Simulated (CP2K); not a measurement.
**Ag under changes of volume**

One of the cells (18.154 Å³/atom); the others are scaled copies at fixed shape and fractional positions:

```
Ag
1.0
     2.86768    0.00000    0.00000
    -0.95589    2.70367    0.00000
    -0.95589   -1.35184    2.34145
Ag
1
Direct
  0.00000 0.00000 0.00000
```

This isn't the form of Ag at room conditions, which is fcc.

* Program: CP2K 2026.2
* Functional: PBEsol
* Potentials or basis: POTENTIAL_UZH Ag GTH-PBE-q11; TZVP-MOLOPT-PBE-GTH basis
* Density cutoff: 6123 eV
* k mesh: 11 × 11 × 11
* Occupations: fermi-dirac, width 0.05 eV
* Spin: no spin polarisation

```csv
volume (Å³/atom),energy over the lowest point (meV/atom),pressure (GPa)
17.065,0.00,-1.3
17.428,5.28,-3.5
17.791,?,?
18.154,29.17,-7.0
18.517,46.58,-8.4
18.880,66.92,-9.6
19.243,89.74,-10.6
```

Problem. What does the run at 17.791 Å³/atom give?

Solution. Energy over the lowest point 15.21 meV/atom; pressure -5.4 GPa.

Worked out: A Birch-Murnaghan fit of order 3 (a polynomial in V^(-2/3)) to the other rows has its minimum at 16.89 Å³/atom, just outside them, with B0 = V·E''(V) = 120 GPa and B' = 5.9. It gives 15.22 meV/atom at 17.791 Å³/atom, against the run's 15.21, and -dE/dV = -5.3 GPa, against -5.4.

Energies are extrapolated to zero smearing.

Caveats: the potentials were made for another functional, which shifts forces and pressure; the basis of atomic orbitals isn't converged, which shifts pressures, moduli and gaps.
